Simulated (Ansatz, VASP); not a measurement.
## One calculation of CuO, two programs

```
CELL_PARAMETERS angstrom
2.34465 -1.71340 0.00000
2.34465 1.71340 0.00000
-0.86055 0.00000 5.05944
ATOMIC_POSITIONS crystal
Cu 0.00320 0.49680 0.00000
Cu 0.49680 0.00320 0.50000
O 0.57140 0.40560 0.25370
O 0.40560 0.57140 0.75370
```

Alike in both runs: functional revPBE; k mesh 6 × 6 × 3; occupations fermi-dirac, width 0.05 eV; no spin polarisation.

|  | VASP | Ansatz |
| --- | --- | --- |
| version | VASP 6.6.1 | Ansatz 0.2.0 |
| potentials or method | VASP PAW PBE potentials, release 64 (Cu, O) | Ansatz PAW |
| plane-wave cutoff (eV) | 520 | 420 |
| valence electrons in the cell | 34 | 50 |
| task | single point | band structure |

Ansatz gave:

| Item | Value |
| --- | --- |
| gap on the k mesh at the Fermi level (eV) | none |
| pressure (GPa) | 9.8 |
| largest component of the traceless stress (GPa) | 2.05 |
| rms of the force components (eV/Å) | 0.425 |

Q: Estimate VASP's values.

A: gap on the k mesh at the Fermi level (eV): none; pressure (GPa): 10.5; largest component of the traceless stress (GPa): 2.15; rms of the force components (eV/Å): 0.435.

Atom by atom the forces differ by 0.023 eV/Å (rms over components). A gap of «none» marks a metal or a gap that the smearing closes. The functional is the same, so the differences come from potentials, cutoffs and numerics. The two sets of potentials don't hold the same shells in valence.

Caveats: the k mesh is coarse (spacing up to 0.41 Å⁻¹), so the values aren't converged; the run has no spin polarisation, though such a crystal can be magnetic; semilocal functionals often make such compounds metallic where correlation or magnetic order opens a gap, which also shifts bond lengths; the PAW data sets were made with another functional, which shifts forces and pressure a little (VASP); the pressure holds a Pulay correction of +0.7 GPa for the finite cutoff (Ansatz); the PAW data sets come from PBE, with cores solved anew for the run's functional, which leaves a small shift of forces and pressure (Ansatz).
